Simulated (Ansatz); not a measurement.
## Cold compression of Be (bcc type)

```
Be
1.0
    -1.25014    1.25014    1.25014
     1.25014   -1.25014    1.25014
     1.25014    1.25014   -1.25014
Be
1
Direct
  0.00000 0.00000 0.00000
```

The cell comes from a relaxation on PAW files under the same functional, begun from a prototype that needn't be the stable phase.

Its volume is scaled at fixed shape and fractional positions.

Computed with Ansatz 0.2.0; functional PBE, scalar-relativistic. Settings: a Γ-centred 21×21×21 k mesh, Fermi–Dirac smearing of 0.08 eV, no spin polarisation. Methods: LAPW: all electrons, basis error target 1 meV/atom; PAW: frozen-core files, cutoff 420 eV; crystal datasets: all electrons, by PAW datasets that the program makes for each cell; norm-conserving: pseudopotentials, cutoff 1800 eV; PAW (partial waves polarizable): frozen-core files, cutoff 420 eV.

Energies are extrapolated to zero smearing and count from the unscaled cell; pressure is positive in compression; gaps take the mesh and a band path. No temperature or zero-point motion is included.

The structure type is held throughout; the real material can change phase at far lower pressure.

| V/V0 | V (Å³/atom) | P LAPW (GPa) | ΔE LAPW (eV/atom) | P PAW − LAPW (GPa) | ΔE PAW − LAPW (meV/atom) |
| --- | --- | --- | --- | --- | --- |
| 1.00 | 7.82 | -0.02 | 0.000 | 0.02 | 0.0 |
| 0.92 | 7.19 | 11.85 | 0.022 | 0.05 | 0.2 |
| 0.84 | 6.56 | 28.8 | 0.099 | 0.11 | 0.6 |
| 0.76 | 5.94 | ? | 0.256 | 0.18 | 1.3 |
| 0.68 | 5.31 | 90.4 | 0.532 | 0.28 | 2.3 |
| 0.60 | 4.69 | 147.1 | 0.987 | 0.44 | 3.7 |
| 0.52 | 4.06 | 238.2 | 1.723 | 0.66 | 5.9 |
| 0.45 | 3.52 | 369.2 | 2.742 | 0.85 | 8.6 |

(1) Give the missing entry: row "0.76", column "P LAPW (GPa)".

(2) Fit the Vinet equation to the LAPW pressures over the whole range, with residuals weighted by 1/(|P| + 0.03·Pmax).

(3) From the table, what is the rise of the enthalpy H = E + pV up to the last row, and how stiff is the crystal between the last two rows?

(4) At the smallest volume, how far do crystal datasets and norm-conserving and PAW (partial waves polarizable) lie from LAPW in pressure?

(5) How do the Löwdin populations by LAPW change from the unscaled cell to the last row?

## Answers

(1) 53.5.

(2) V0 = 7.82 Å³/atom, B0 = 120 GPa and B0′ = 3.68, and the fit misses no point by more than 3.7 GPa. A fit over so wide a range pins B0 less well than one near rest.

(3) ΔH = 2.742 eV + (369.2 GPa × 3.52 Å³ + 0.02 GPa × 7.82 Å³) × 0.006242 eV/(GPa·Å³) = 10.85 eV/atom, of which pV makes 75 %. The mean bulk modulus there is −ΔP/Δln V = 905 GPa.

(4) crystal datasets: -0.01 GPa; norm-conserving: +5.01 GPa; PAW (partial waves polarizable): +0.85 GPa, on a LAPW pressure of 369.2 GPa.

(5) Be 2s 1.23 → 1.34 electrons an atom. These are projections on the shells that the free atoms fill; 0.78 e a cell lies outside them at the start and 0.67 e at the end.
